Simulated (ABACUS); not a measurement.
**Hf under changes of volume**

One of the cells (23.523 Å³/atom); the others are scaled copies at fixed shape and fractional positions:

```
Hf
1.0
     3.12635    0.00000    0.00000
    -1.04212    2.94755    0.00000
    -1.04212   -1.47378    2.55266
Hf
1
Cartesian
  0.0000 0.0000 0.0000
```

This isn't the form of Hf at room conditions, which is hcp.

| Item | Value |
| --- | --- |
| Program | ABACUS 3.10.1 |
| Functional | PBE |
| Potentials or basis | PseudoDojo NC SR 0.5 PBE stringent |
| Cutoff | 1796 eV |
| Density cutoff | 7184 eV |
| Basis | TZDP LCAO (the cutoffs set its grid) |
| k mesh | 9 × 9 × 9 |
| Occupations | fermi-dirac, width 0.05 eV |
| Spin | no spin polarisation |

```tsv
volume (Å³/atom)	energy over the lowest point (meV/atom)	pressure (GPa)
22.112	?	?
22.582	0.00	-0.7
23.052	4.71	-2.2
23.523	13.59	-4.0
23.993	29.34	-6.0
24.464	48.84	-7.7
24.934	73.21	-8.9
```

Problem. What does the run at 22.112 Å³/atom give?

Solution. Energy over the lowest point 0.54 meV/atom; pressure 1.1 GPa.

Worked out: A Birch-Murnaghan fit of order 3 (a polynomial in V^(-2/3)) to the other rows has its minimum at 22.47 Å³/atom, just outside them, with B0 = V·E''(V) = 96 GPa (rough, since the energies scatter). It gives 1.65 meV/atom at 22.112 Å³/atom, against the run's 0.54, and -dE/dV = 1.6 GPa, against 1.1.

Energies are extrapolated to zero smearing.

Caveats: the atomic orbitals were generated for these runs and aren't a published set; the basis of atomic orbitals isn't converged, which shifts pressures, moduli and gaps.
